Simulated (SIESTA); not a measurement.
Crystal: WC.

```
CELL_PARAMETERS angstrom
0.00000 2.19268 2.19268
2.19268 0.00000 2.19268
2.19268 2.19268 0.00000
ATOMIC_POSITIONS crystal
W 0.00000 0.00000 0.00000
C 0.50000 0.50000 0.50000
```

Measurements of this composition are mostly on another form, of space group No. 187.

```yaml
Program: SIESTA 5.4.2
Task: single point
Functional: PBE
Potentials_or_basis: PseudoDojo 0.4 standard (PBE files)
Basis: DZP (energy shift 0.003 Ry; two zetas on semicore shells)
Grid_cutoff: 800 Ry
Energy_shift: 0.003 Ry
k_mesh: 10 × 10 × 10
Occupations: fermi-dirac, width 0.05 eV
Spin: no spin polarisation
```

On this cell: pressure 8.0 GPa; largest force zero by symmetry; band gap on the k mesh none (metal or under the smearing width).

The same run follows on a disturbed copy (atoms moved at random, drawn with an rms of 0.05 Å):

```
W C
1.0
     0.00000    2.19268    2.19268
     2.19268    0.00000    2.19268
     2.19268    2.19268    0.00000
W C
1 1
Direct
  0.98258 0.99518 0.00280
  0.51745 0.50594 0.48678
```

**Question.** What does the disturbed cell give?

**Answer.** The energy (extrapolated to zero smearing) moves by +19.0 meV/atom; pressure 9.6 GPa; largest force 0.736 eV/Å; band gap on the k mesh none (metal or under the smearing width).

Forces on the atoms (eV/Å):
```
W   -0.080  0.289  0.672
C    0.079 -0.289 -0.672
```

Stress tensor (GPa, compression positive):
```
 7.51  0.01  0.00
 0.01  8.26 -0.03
 0.00 -0.03 13.09
```

Caveats: short orbitals over semicore shells can move pressures by several GPa; the basis of atomic orbitals isn't converged, which shifts pressures, moduli and gaps.
